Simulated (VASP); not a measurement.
A run of VASP 6.6.1:

File INCAR:

```
PREC = Accurate ; ENCUT = 520
EDIFF = 1E-7 ; ISMEAR = 0
SIGMA = 0.15 ; LREAL = F
LASPH = T ; NELM = 100
ALGO = Fast ; ISIF = 2
LWAVE = F ; LCHARG = F
GGA = PE ; NBANDS = 12
```

File KPOINTS:

```
Automatic mesh
0
Gamma
  20 20 20
```

The input POSCAR:

```
Zn
1.0
    0.0000000000      2.0531909200      1.9647760000
    2.0531909200      0.0000000000      1.9647760000
    2.0531909200      2.0531909200      0.0000000000
Zn
1
Direct
    0.0000000000      0.0000000000      0.0000000000
```

Potentials or basis: VASP PAW PBE potentials, release 64 (Zn).

Command:

```sh
$ cat potpaw_PBE.64/Zn/POTCAR > POTCAR
$ mpirun -np 1 vasp_std > vasp.out
```

Hardware: 1 thread of Intel(R) Xeon(R) Platinum 8488C (Sapphire Rapids), with other jobs on the host.

**Question.** How long does it take, and how much memory?

**Answer.** Run time: 62 s on 1 thread of Intel(R) Xeon(R) Platinum 8488C (Sapphire Rapids) (shared host), peak memory 0.24 GiB. Counts: scf iterations 12, k points 641.
